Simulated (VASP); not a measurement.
Here is a VASP 6.6.1 calculation.

The input POSCAR:

```
SiC
1.0
    0.0000000000      2.1790000000      2.1790000000
    2.1790000000      0.0000000000      2.1790000000
    2.1790000000      2.1790000000      0.0000000000
Si C
1 1
Direct
    0.0000000000      0.0000000000      0.0000000000
    0.7500000000      0.7500000000      0.7500000000
```

INCAR.step1

```
SYSTEM = SiC
ALGO = Fast
EDIFF = 1E-8
EDIFFG = -0.002
ENCUT = 600
GGA = CA
IBRION = 2
ISIF = 3
ISMEAR = -1
LASPH = .TRUE.
LCHARG = .FALSE.
LREAL = .FALSE.
LWAVE = .FALSE.
NELM = 60
NSW = 40
PREC = Accurate
SIGMA = 0.05
```

The input INCAR.step2:

```
SYSTEM = SiC
ALGO = Fast
EDIFF = 1E-8
ENCUT = 600
GGA = CA
IBRION = 6
ISIF = 3
ISMEAR = -1
LASPH = .TRUE.
LCHARG = .FALSE.
LREAL = .FALSE.
LWAVE = .FALSE.
NELM = 60
NFREE = 2
NSW = 1
POTIM = 0.015
PREC = Accurate
SIGMA = 0.05
```

File KPOINTS:

```
k-points
0
G
  7 7 7
  0 0 0
```

Potentials or basis: VASP PAW LDA potentials, release 64 (Si, C).

The run is started by

```sh
$ cat potpaw_LDA.64/Si/POTCAR potpaw_LDA.64/C/POTCAR > POTCAR
$ cp INCAR.step1 INCAR
$ mpirun -np 1 vasp_std > vasp.out
$ cp CONTCAR POSCAR
$ cp INCAR.step2 INCAR
$ mpirun -np 1 vasp_std > vasp.out
```

Task: What does it give for the elastic constants C11, C12, C44?

Result: 402, 142, 253 GPa.

Task: Predict the Voigt bulk modulus.

Result: 228 GPa.

Task: Predict the relaxed volume.

Result: 10.15 Å³/atom.

Task: Estimate the relaxed cell.

Result: a = 3.062 Å, b = 3.062 Å, c = 3.062 Å, α = 60.00°, β = 60.00°, γ = 60.00°.

Task: What does it give for the highest phonon frequency at Γ, LO-TO splitting left out?

Result: 797 cm⁻¹.

Elastic tensor in Voigt notation (GPa, in the Cartesian axes of the cell as first typed):
```
402 142 142   0   0   0
142 402 142   0   0   0
142 142 402   0   0   0
  0   0   0 253   0   0
  0   0   0   0 253   0
  0   0   0   0   0 253
```
